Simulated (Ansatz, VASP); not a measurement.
# ZnSe (Stilleite) in two plane-wave programs, part 2 of 2

One calculation is typed for both programs; each brings its own data sets. How far apart do they land? The cell is taken from a series of runs on this material, whose earlier steps may have relaxed, scaled, displaced or heated it; both programs get it as it stands.

VASP 6.6.1 and Ansatz 0.2.0.

So far: The structure; VASP: zone-centre phonons, LDA.

## 3. Ansatz: zone-centre phonons, LDA

Level of this step: Ansatz beside VASP: Kohn-Sham DFT, plane waves, LDA (Ansatz).

Ansatz runs on its PAW soft_1 files.

The same cell, functional (in two slightly different forms) and mesh now go to Ansatz, which takes its cutoff from its data sets.

Input file input.yaml:

```yaml
crystal:
  lattice:
    - [-0.0278875538, 2.7558894709, 2.8168283252]
    - [2.7558894709, -0.0278875538, 2.8168283252]
    - [2.728001917, 2.728001917, 0.0]
  atoms:
    - { symbol: Zn, position: [0.0018492457, 0.0018492457, -0.0018492457] }
    - { symbol: Se, position: [0.7481507543, 0.7481507543, 0.7518492457] }
kpoints:
  mp_grid: { grid: [12, 12, 12] }
hamiltonian:
  xc: lda
  pseudopotentials: { kind: paw, azcp: { folder: soft_1 }, xc_functional: pbe }
scf:
  occupations: { method: fixed }
output:
  eigenvalues: true
phonons:
  method: dfpt
```

Started as:

```sh
$ ansatz run input.yaml --threads 4 --pin off --max-ram 10240MiB --backend cpu --events-out ev --progress --plain --runs-dir out
```

Numbers of over 12 decimals in the logs are rounded to 6 here.

What it wrote:

```text
zone centre: on kpoints.mp_grid the ground state, and the responses unless they are solved on pairs of k-points, stand on 476 of the mesh's 1728 k-points, reduced under 2 symmetry operations, with k and −k counted as one. Each operation leaves every solved displacement unchanged or reverses it
Engine: ansatz 0.2.0, aarch64-unknown-linux-gnu
Pseudopotentials: kind: paw
Pseudopotential: Zn, paw, valence charge 12, recommended cutoff 420 eV (normal), soft_1/Zn.paw.azcp
Pseudopotential: Se, paw, valence charge 16, recommended cutoff 420 eV (normal), soft_1/Se.paw.azcp
Functional definition: SPW92
  exchange = slater_x
  correlation = pw_c
Crystal: 2 atoms, lattice volume = 42.783 Å³
Basis set: ecut = 420 eV, 861 PW (Γ), exchange–correlation on 54×54×54 points (8 copies of the dense FFT grid, shifted against one another)
Bands: 18, of which v1, the nominal top of the filled ones, is band 14 counted from 1 (13 counted from 0)
Symmetry: 4 space group operations
k-points: 476 of 1728 (irreducible under 2 space group operations, time reversal used)
Non-local potential: Zn, projectors of the file, l = 0: 2, l = 1: 2, l = 2: 3, l = 3: 1
Non-local potential: Se, projectors of the file, l = 0: 2, l = 1: 2, l = 2: 3, l = 3: 1
PAW form: soft (Blöchl's): semilocal exchange-correlation on the pseudo side does not see the compensation charge
PAW frozen core: Zn, regenerated for the run's functional, and the local potential with it (the file was generated under x = pbe(κ = 0.804, μ = 0.219515), c = pbe(β = 0.066725))
PAW frozen core: Se, regenerated for the run's functional, and the local potential with it (the file was generated under x = pbe(κ = 0.804, μ = 0.219515), c = pbe(β = 0.066725))
PAW one-centre angular grid: Zn, 590 points (default); XC on 64 Gauss nodes
PAW one-centre angular grid: Se, 590 points (default); XC on 64 Gauss nodes
Initial density: superposition of atomic densities (chi_scale 0.1, normalization cell, long waves kept (reshape's long-wave potential 0.00 eV rms))
Initial wavefunctions: pseudopotential atomic-orbital guess
Functional: x = slater, c = lda
SCF iter   1: F=—  HF=-8631.199193 eV  |F-HF|=—  |Δ(HF+E_count)|=         —  Δρ=5.97e-2  dr2=9.75e-1  ethr=3.10e-3  ⟨swp⟩=4.2  Hψ=40965  notcnv=0  defer=754
preconditioner: auto → none  [insulator: Δε(μ)=1.169 eV  Ē_g=13.062 eV  n_scr=14 (ndim 8)  ℏωp=24.1 eV  f_vac=0.034  ε∞_Penn≈4.4]
SCF iter   2: F=—  HF=-8630.949223 eV  |F-HF|=—  |Δ(HF+E_count)|=   2.50e-1  Δρ=2.70e-2  dr2=1.90e-1  ethr=3.10e-3  ⟨swp⟩=3.0  Hψ=18881  notcnv=0  defer=883
SCF iter   3: F=—  HF=-8630.864542 eV  |F-HF|=—  |Δ(HF+E_count)|=   8.47e-2  Δρ=1.18e-2  dr2=3.12e-2  ethr=6.79e-4  ⟨swp⟩=2.0  Hψ=17109  notcnv=0  defer=915
SCF iter   4: F=—  HF=-8630.856386 eV  |F-HF|=—  |Δ(HF+E_count)|=   8.16e-3  Δρ=2.75e-3  dr2=1.76e-3  ethr=1.11e-4  ⟨swp⟩=2.4  Hψ=17061  notcnv=0  defer=941
SCF iter   5: F=—  HF=-8630.856697 eV  |F-HF|=—  |Δ(HF+E_count)|=   3.11e-4  Δρ=9.90e-4  dr2=2.92e-4  ethr=6.28e-6  ⟨swp⟩=2.1  Hψ=14157  notcnv=0  defer=952
SCF iter   6: F=—  HF=-8630.856743 eV  |F-HF|=—  |Δ(HF+E_count)|=   4.56e-5  Δρ=6.20e-5  dr2=1.14e-6  ethr=1.04e-6  ⟨swp⟩=2.0  Hψ=16184  notcnv=0  defer=948
SCF iter   7: F=—  HF=-8630.856741 eV  |F-HF|=—  |Δ(HF+E_count)|=   1.32e-6  Δρ=2.06e-5  dr2=1.96e-7  ethr=4.07e-9  ⟨swp⟩=2.0  Hψ=15240  notcnv=0  defer=125
SCF iter   8: F=—  HF=-8630.856741 eV  |F-HF|=—  |Δ(HF+E_count)|=   8.23e-8  Δρ=7.95e-6  dr2=1.37e-8  ethr=6.98e-10  ⟨swp⟩=2.0  Hψ=15209  notcnv=0  defer=126
SCF iter   9: F=—  HF=-8630.856741 eV  |F-HF|=—  |Δ(HF+E_count)|=   3.08e-9  Δρ=1.07e-6  dr2=3.22e-10  ethr=4.88e-11  ⟨swp⟩=2.1  Hψ=11634  notcnv=0  defer=122
SCF iter  10: F=-8630.856741 eV  HF=-8630.856741 eV  |F-HF|=1.09e-11  |Δ(HF+E_count)|=  1.07e-10  Δρ=1.46e-7  dr2=5.51e-12  ethr=1.00e-12  ⟨swp⟩=8.6  Hψ=54686  notcnv=0
SCF 1 converged in 10 iterations: F = -8630.856741 eV  dr2 = 5.51e-12
  greatest PAW one-centre occupation: 1.000 electrons in one spin orbital (limit 2), on the Se atom at site 1 (counted from 0), in its partial waves of l = 2
DFPT response loops at Γ: preconditioner auto → none (the input reference at scf.mixing.eps_inf says where Resta's filter doesn't serve); β = 0.50; Broyden in place of MSR1
SCF converged after 10 iterations
Free energy (F): -8630.856741 eV
Harris-Foulkes:  -8630.856741 eV  (|F-HF|=1.09e-11)
Internal energy: -8630.856741 eV  (E = F + TS)
E sigma→0 (E₀):  -8630.856741 eV
Fermi energy:    7.173899 eV
--- Per-component energies (eV) ---
  E_band       = -381.941074
  E_kinetic    = 260.941578
  E_local      = -4755.371037  (includes V_loc(G=0)·N_el)
  E_nonlocal   = 471.695256
  E_hartree    = 2200.384142
  E_xc         = -163.266255
  E_vxc        = -143.179724  (∫ρ·V_xc dr)
  E_paw        = -3871.074912  (= ΣΔE_a)
  E_vpaw       = -616.794814  (= ΣTr[D̂ρ^β])
  E_aug_tail   = -0.000652  (compensation charges beyond the density's cutoff)
  E_ewald      = -2777.939365
  E_core_change = 3.774503  (= ΣΔE_core)
  E_smearing   = -0.000000  (= −TS)
  E_closure    = -0.000000  (closes the sum)
  Σ components = -8630.856741   (vs F -8630.856741, Δ=0.00e0)
--- Band table (eV; the first three rows and the last of 476) ---
  k-point 0: bands = [... 10 lower, 0.5976, 7.0128, 7.0395, 7.1739, 8.3503, 12.6419, 12.7854, 12.9049]
  k-point 1: bands = [... 10 lower, 0.5961, 6.3075, 6.9608, 6.9868, 8.9856, 12.7725, 12.7833, 12.9646]
  k-point 2: bands = [... 10 lower, 0.5934, 5.0714, 6.7617, 6.7649, 9.6053, 12.9008, 13.1156, 13.2687]
  k-point 475: bands = [... 10 lower, 0.7759, 1.8865, 4.6156, 4.8465, 9.7866, 10.5753, 17.8818, 18.5878]
--- Phonons (Γ-DFPT): 4 representative perturbations + reference, on 476 of 1728 k-points (Σ response iterations 13) ---
  k mesh reduced under 2 symmetry operations, with k and −k counted as one. Each operation leaves every solved displacement unchanged or reverses it
  ASR residual: 1.576e-4 → 0.000e0 eV/Å²; symmetrization residual: 4.626e-6 eV/Å²
  ASR residual per site (eV/Å²): 1.58e-4 2.77e-5
  Γ frequencies (cm⁻¹): 0.00 0.00 0.00 218.88 220.83 222.14
  non-analytic LO–TO correction: not included (Born effective charges unavailable; polar crystals: no LO–TO splitting at Γ)
```

## 4. Side by side

Known differences besides the potentials themselves: the two LDA forms differ slightly; fixed occupations in Ansatz, narrow Gaussian smearing in VASP; the data sets hold 28 valence electrons in Ansatz (on its PAW soft_1 files) and 18 in VASP; the cutoff is 420 eV in Ansatz and 500 eV in VASP; VASP's log shows a relativistic correction to its local exchange, Ansatz's none. Total energies have different zeros and are not compared.

Compared:

| quantity | Ansatz | VASP | difference |
| --- | --- | --- | --- |
| optical mode 1 (cm⁻¹) | 218.9 | 220.9 | -0.93 % |
| optical mode 2 (cm⁻¹) | 220.8 | 222.9 | -0.94 % |
| optical mode 3 (cm⁻¹) | 222.1 | 224.4 | -1.01 % |

Modes are paired by rising frequency, not by their patterns, so a pair may set unlike modes beside each other; they are those without the splitting of longitudinal modes.

## 5. Summary of results

| Property | Result |
| --- | --- |
| r.m.s. difference of the optical zone-centre modes, each program's sorted by frequency (zone-centre phonons, LDA) | 2.1 cm⁻¹ |
| difference in optical mode 3 (zone-centre phonons, LDA) | -1.0 % |

**Reading.** The r.m.s. difference of the optical zone-centre modes, each program's sorted by frequency is 2.1 cm⁻¹ (zone-centre phonons, LDA). The data sets hold unlike numbers of valence electrons (28 in Ansatz and 18 in VASP), so part of the differences comes from the potentials. Among the rows given in per cent, the largest difference of the zone-centre phonons, LDA pair is in optical mode 3, -1.0 %. How closely two codes agree says nothing of how well the functional describes the real material.

[Lines on the potential files, build, host, timing and source positions are cut from VASP's logs without a mark.]

[Logs are printed without paths, hosts, clocks, repeated set-up lines and the standing remarks that a program may print on its own settings, such as how far it seeks lower states.]

[Hosts, paths, dates, database ids (printed as entryN), source tags and the programs' standing remarks are cut or masked in the printed files.]
